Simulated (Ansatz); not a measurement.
Crystal: MnO.

```xyz
2
Lattice="2.9713 -1.7170 0.0000 2.9713 1.7170 0.0000 -1.9846 0.0000 2.8103" Properties=species:S:1:pos:R:3 pbc="T T T"
Mn    1.9788    0.0000    1.4070
O     3.9609    0.0000    0.7007
```

The cell comes from a database or a generator and needn't be the stable form of this composition.

| Property | Result |
| --- | --- |
| Program | Ansatz 0.2.0 |
| Task | relaxation of cell and atoms |
| Functional | PBE |
| Potentials or basis | Ansatz PAW |
| Cutoff | 420 eV (not typed: the program's choice for these potentials) |
| k mesh | 7 × 7 × 7 |
| Occupations | fermi-dirac, width 0.05 eV |
| Spin | collinear spin, ferromagnetic start |
| Starting moments | [4.0, 0.0] μB |

At the start: volume 14.34 Å³/atom.

**Question.** Where does the relaxation end?

**Answer.** It ends after 7 steps and the volume is 13.83 Å³/atom (-3.6 %); space group F-43m (No. 216, to 0.05 Å); moment 4.99 μB per cell.

The path:
| step | energy change (eV) | largest force (eV/Å) | volume (Å³) |
| --- | --- | --- | --- |
| 1 | 0.0000 | 0.0014 | 28.67 |
| 2 | -0.0130 | 0.0010 | 28.00 |
| 3 | -0.0153 | 0.0019 | 27.67 |
| 4 | -0.0152 | 0.0001 | 27.68 |
| 5 | -0.0127 | 0.0001 | 27.68 |
| 6 | -0.0128 | 0.0001 | 27.65 |
| 7 | -0.0127 | 0.0001 | 27.65 |

Final structure:
```xyz
2
Lattice="2.9395 -1.6972 0.0019 2.9395 1.6972 0.0019 -1.9616 0.0000 2.7703" Properties=species:S:1:pos:R:3 pbc="T T T"
Mn    1.9587    0.0000    1.3871
O     3.9189    0.0000    0.6954
```

Caveat: the plane-wave basis is chosen anew once the cell has moved, so the energies of steps on either side of that aren't comparable; the pressure holds a Pulay correction of +0.5 GPa for the finite cutoff; a cell with one magnetic atom can't hold antiferromagnetic order, which such compounds often take.
